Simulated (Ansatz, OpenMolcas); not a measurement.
# Worked example: vertical energy of the triplet above the singlet of C3H6O (propionaldehyde)

C3H6O: 10 atoms, total charge 0, spin state singlet. SMILES: `CCC=O`. The coordinates come from a PBE0-D4/def2-TZVP relaxation. This is one conformer, not always the lowest.

Both states at this one shape; open shells run unrestricted unless said. 1 Eh = 27.2114 eV.

| level | program | singlet C3H6O (Eh) | triplet C3H6O (Eh) |
| --- | --- | --- | --- |
| HF/cc-pVDZ | Ansatz | -191.965688 | -191.855626 |
| B3LYP/6-31G* (spherical functions) | Ansatz | -193.139367 | -193.001470 |
| B3LYP/6-31G* (Cartesian functions) | Ansatz | -193.142952 | -193.004920 |
| CCSD(T)/cc-pVDZ, open shells restricted, 4 core orbitals frozen | OpenMolcas | -192.625416 | -192.478151 |

Task: Work out the vertical gap, second state less first, at each level.

Result: 
1. HF/cc-pVDZ: -191.855626 − (-191.965688) = 0.110062 Eh = 2.99 eV.
2. B3LYP/6-31G* (spherical functions): -193.001470 − (-193.139367) = 0.137897 Eh = 3.75 eV.
3. B3LYP/6-31G* (Cartesian functions): -193.004920 − (-193.142952) = 0.138032 Eh = 3.76 eV.
4. CCSD(T)/cc-pVDZ, open shells restricted: -192.478151 − (-192.625416) = 0.147265 Eh = 4.01 eV.

No measured value is set beside it here; the levels span 2.99 to 4.01 eV. Hartree–Fock favours the state with fewer electron pairs, since it lacks pair correlation.
